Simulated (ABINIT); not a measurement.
# GaP (F-43m) in ABINIT: settings compared, part 2 of 2

ABINIT 10.8.3 (patched build).

## 3. Equation of state, PBE+D3(BJ)

Input file run.abi:

```
# Datasets: one volume each
ndtset 7
getwfk -1
scalecart1 3*0.9795861087
scalecart2 3*0.9864848297
scalecart3 3*0.9932883884
scalecart4 3*1.0000000000
scalecart5 3*1.0066227096
scalecart6 3*1.0131594038
scalecart7 3*1.0196128224

# Pseudopotentials
pp_dirpath "./"
pseudos "Ga.GGA_PBE-JTH.xml, P.GGA_PBE-JTH.xml"

# Structure
acell 3*1.0
rprim
     0.0000000000     5.1499761211     5.1499761211
     5.1499761211     0.0000000000     5.1499761211
     5.1499761211     5.1499761211     0.0000000000
ntypat 2
znucl 31 15
natom 2
typat 1 2
xred
     0.0000000000     0.0000000000     0.0000000000
     0.7500000000     0.7500000000     0.7500000000

# Plane-wave basis
ecut 20.0
pawecutdg 40.0

# k points
kptopt 1
ngkpt 8 8 8
nshiftk 1
shiftk 0.0 0.0 0.0

# Exchange and correlation
ixc 11
vdw_xc 7

# Bands and occupations
nband 13
occopt 3
tsmear 0.00183747

# SCF cycle
nstep 100
tolvrs 1.0e-9

# Output
iomode 3
prtwf 1
prtden 0
prteig 0
prtebands 0
enunit 2
```

Potentials or basis: JTH PAW PBE v2.0.

Run with:

```console
$ abinit run.abi > log 2>&1
```

run.abo:

```text
.Version 10.8.3 of ABINIT
 DATASET    1 : space group F-4 3 m (#216); Bravais cF (face-center cubic)
================================================================================
 Values of the parameters that define the memory need for DATASET  1.
     intxc =       0    ionmov =       0      iscf =      17    lmnmax =      18
     lnmax =       6     mgfft =      30  mpssoang =       3    mqgrid =    3001
     natom =       2  nloc_mem =       2    nspden =       1   nspinor =       1
    nsppol =       1      nsym =      24    n1xccc =       1    ntypat =       2
    occopt =       3   xclevel =       2
       mpw =        1121          nfft =       27000          nkpt =          29
 PAW method is used; the additional fine FFT grid is defined by:
   mgfftf=        45    nfftf =     91125
================================================================================
================================================================================
[... 71 lines left out ...]
 DATASET    7 : space group F-4 3 m (#216); Bravais cF (face-center cubic)
================================================================================
 Values of the parameters that define the memory need for DATASET  7.
     intxc =       0    ionmov =       0      iscf =      17    lmnmax =      18
     lnmax =       6     mgfft =      30  mpssoang =       3    mqgrid =    3001
     natom =       2  nloc_mem =       2    nspden =       1   nspinor =       1
    nsppol =       1      nsym =      24    n1xccc =       1    ntypat =       2
    occopt =       3   xclevel =       2
       mpw =        1254          nfft =       27000          nkpt =          29
 PAW method is used; the additional fine FFT grid is defined by:
   mgfftf=        45    nfftf =     91125
================================================================================
================================================================================

--------------------------------------------------------------------------------
------------- Echo of variables that govern the present computation ------------
--------------------------------------------------------------------------------
 -outvars: echo values of preprocessed input variables --------
            acell      1.0000000000E+00  1.0000000000E+00  1.0000000000E+00 Bohr
              amu      6.97230000E+01  3.09737620E+01
             ecut      2.00000000E+01 Hartree
           enunit           2
           getwfk          -1
              ixc          11
           jdtset        1    2    3    4    5    6    7
         kptrlatt        8    0    0      0    8    0      0    0    8
          kptrlen1     5.70759065E+01
          kptrlen2     5.74778628E+01
          kptrlen3     5.78742744E+01
          kptrlen4     5.82653286E+01
          kptrlen5     5.86512030E+01
          kptrlen6     5.90320656E+01
          kptrlen7     5.94080762E+01
            natom           2
            nband          13
           ndtset           7
            ngfft          30      30      30
          ngfftdg          45      45      45
             nkpt          29
            nstep         100
             nsym          24
           ntypat           2
           occopt           3
        pawecutdg      4.00000000E+01 Hartree
         pawxcdev           0
           prtden           0
        prtebands           0
           prteig           0
[... 37 lines left out ...]
           xangst6     0.0000000000E+00  0.0000000000E+00  0.0000000000E+00
                       4.1416689950E+00  4.1416689950E+00  4.1416689950E+00
           xangst7     0.0000000000E+00  0.0000000000E+00  0.0000000000E+00
                       4.1680497635E+00  4.1680497635E+00  4.1680497635E+00
            xcart1     0.0000000000E+00  0.0000000000E+00  0.0000000000E+00
                       7.5672676025E+00  7.5672676025E+00  7.5672676025E+00
            xcart2     0.0000000000E+00  0.0000000000E+00  0.0000000000E+00
                       7.6205599752E+00  7.6205599752E+00  7.6205599752E+00
            xcart3     0.0000000000E+00  0.0000000000E+00  0.0000000000E+00
                       7.6731172224E+00  7.6731172224E+00  7.6731172224E+00
            xcart4     0.0000000000E+00  0.0000000000E+00  0.0000000000E+00
                       7.7249641816E+00  7.7249641816E+00  7.7249641816E+00
            xcart5     0.0000000000E+00  0.0000000000E+00  0.0000000000E+00
                       7.7761243761E+00  7.7761243761E+00  7.7761243761E+00
            xcart6     0.0000000000E+00  0.0000000000E+00  0.0000000000E+00
                       7.8266201047E+00  7.8266201047E+00  7.8266201047E+00
            xcart7     0.0000000000E+00  0.0000000000E+00  0.0000000000E+00
                       7.8764725322E+00  7.8764725322E+00  7.8764725322E+00
             xred      0.0000000000E+00  0.0000000000E+00  0.0000000000E+00
                       7.5000000000E-01  7.5000000000E-01  7.5000000000E-01
            znucl       31.00000   15.00000

================================================================================

 chkinp: Checking input parameters for consistency, jdtset=   1.

 chkinp: Checking input parameters for consistency, jdtset=   2.
[... 40 lines left out ...]
 getcut: wavevector=  0.0000  0.0000  0.0000  ngfft=  45  45  45
         ecut(hartree)=     40.000   => boxcut(ratio)=   2.16618

--- Pseudopotential description ------------------------------------------------
- pspini: atom type   1  psp file is ./Ga.GGA_PBE-JTH.xml
 Pseudopotential format is: paw10
 basis_size (lnmax)=  6 (lmn_size= 18), orbitals=   0   0   1   1   2   2
 Spheres core radius: rc_sph= 2.10359248
 Shapefunction is BESSEL type: shapef(r,l)=aa(1,l)*jl(q(1,l)*r)+aa(2,l)*jl(q(2,l)*r)
 Radius for shape functions =  1.80829011
 Compensation charge density is not taken into account in XC energy/potential

- pspini: atom type   2  psp file is ./P.GGA_PBE-JTH.xml
 Pseudopotential format is: paw10
 basis_size (lnmax)=  4 (lmn_size=  8), orbitals=   0   0   1   1
 Spheres core radius: rc_sph= 1.60765221
 Shapefunction is SIN type: shapef(r)=[sin(pi*r/rshp)/(pi*r/rshp)]**2
 Radius for shape functions =  1.60765221
 Compensation charge density is not taken into account in XC energy/potential

   4.33120550E+02                                ecore*ucvol(ha*bohr**3)
--------------------------------------------------------------------------------

================================================================================

--- !BeginCycle
iteration_state: {dtset: 1, }
solver: {iscf: 17, nstep: 100, nline: 4, wfoptalg: 10, }
tolerances: {tolvrs: 1.00E-09, }
...
[... 1297 lines left out ...]
-Cartesian components of stress tensor (GPa)         [Pressure= -4.4167E+00 GPa]
- sigma(1 1)=  4.41670634E+00  sigma(3 2)=  0.00000000E+00
- sigma(2 2)=  4.41670634E+00  sigma(3 1)=  0.00000000E+00
- sigma(3 3)=  4.41670634E+00  sigma(2 1)=  0.00000000E+00

== END DATASET(S) ==============================================================
================================================================================

 -outvars: echo values of variables after computation  --------
            acell      1.0000000000E+00  1.0000000000E+00  1.0000000000E+00 Bohr
           etotal1    -8.5796355569E+01
           etotal2    -8.5797223169E+01
           etotal3    -8.5797705592E+01
           etotal4    -8.5797842852E+01
           etotal5    -8.5797670018E+01
           etotal6    -8.5797219903E+01
           etotal7    -8.5796521559E+01
            fcart1     5.0038303704E-30  1.6679434568E-30 -8.3397172840E-30
                      -5.0038303704E-30 -1.6679434568E-30  8.3397172840E-30
            fcart2    -0.0000000000E+00 -0.0000000000E+00 -0.0000000000E+00
                      -0.0000000000E+00 -0.0000000000E+00 -0.0000000000E+00
            fcart3    -1.6449344012E-30 -1.6449344012E-30  4.9348032036E-30
                       1.6449344012E-30  1.6449344012E-30 -4.9348032036E-30
            fcart4     3.2677884808E-30  3.2677884808E-30 -9.8033654423E-30
                      -3.2677884808E-30 -3.2677884808E-30  9.8033654423E-30
            fcart5     3.2462892498E-30  3.2462892498E-30 -9.7388677493E-30
                      -3.2462892498E-30 -3.2462892498E-30  9.7388677493E-30
[... 38 lines left out ...]
                       0.0000000000E+00  0.0000000000E+00  0.0000000000E+00
           xangst1     0.0000000000E+00  0.0000000000E+00  0.0000000000E+00
                       4.0044255614E+00  4.0044255614E+00  4.0044255614E+00
           xangst2     0.0000000000E+00  0.0000000000E+00  0.0000000000E+00
                       4.0326266704E+00  4.0326266704E+00  4.0326266704E+00
           xangst3     0.0000000000E+00  0.0000000000E+00  0.0000000000E+00
                       4.0604387679E+00  4.0604387679E+00  4.0604387679E+00
           xangst4     0.0000000000E+00  0.0000000000E+00  0.0000000000E+00
                       4.0878749972E+00  4.0878749972E+00  4.0878749972E+00
           xangst5     0.0000000000E+00  0.0000000000E+00  0.0000000000E+00
                       4.1149478062E+00  4.1149478062E+00  4.1149478062E+00
           xangst6     0.0000000000E+00  0.0000000000E+00  0.0000000000E+00
                       4.1416689950E+00  4.1416689950E+00  4.1416689950E+00
           xangst7     0.0000000000E+00  0.0000000000E+00  0.0000000000E+00
                       4.1680497635E+00  4.1680497635E+00  4.1680497635E+00
             xred      0.0000000000E+00  0.0000000000E+00  0.0000000000E+00
                       7.5000000000E-01  7.5000000000E-01  7.5000000000E-01
 Calculation completed.
```

Wall time 88 s (1 thread of Arm Neoverse V1, shared host); peak memory 0.14 GiB.

What came out:

* Equilibrium volume: 20.21 Å³/atom
* Bulk modulus: 84 GPa
* Pressure derivative of the bulk modulus: 4.5

Energy against volume, from the lowest point:
| volume (Å³/atom) | energy (meV/atom) |
| --- | --- |
| 19.026 | 20.24 |
| 19.431 | 8.43 |
| 19.836 | 1.87 |
| 20.240 | 0.00 |
| 20.645 | 2.35 |
| 21.050 | 8.48 |
| 21.455 | 17.98 |

Caveat: pressures at fixed basis lie under the slope of the energies.

## 4. Against experiment

Step 2. Against the measured gap of GaP, 2.34 eV (indirect; 10 K; quoted in “Stacking defects in GaP nanowires: Electronic structure and optical properties”, 2018, arxiv:1810.01194), the calculated 1.66 eV is off by -0.68 eV. The value is that of RPBE, without temperature or zero-point motion. Semilocal functionals fall short of measured gaps as a rule.

Step 3. Measured bulk modulus of GaP: 87.5 GPa (“Phosphorous dimerization in GaP at high pressure”, 2017, arxiv:1709.06667). This calculation gives 84 GPa (-4.2 %). The fit is for a static lattice scaled at fixed shape and fixed fractional positions.
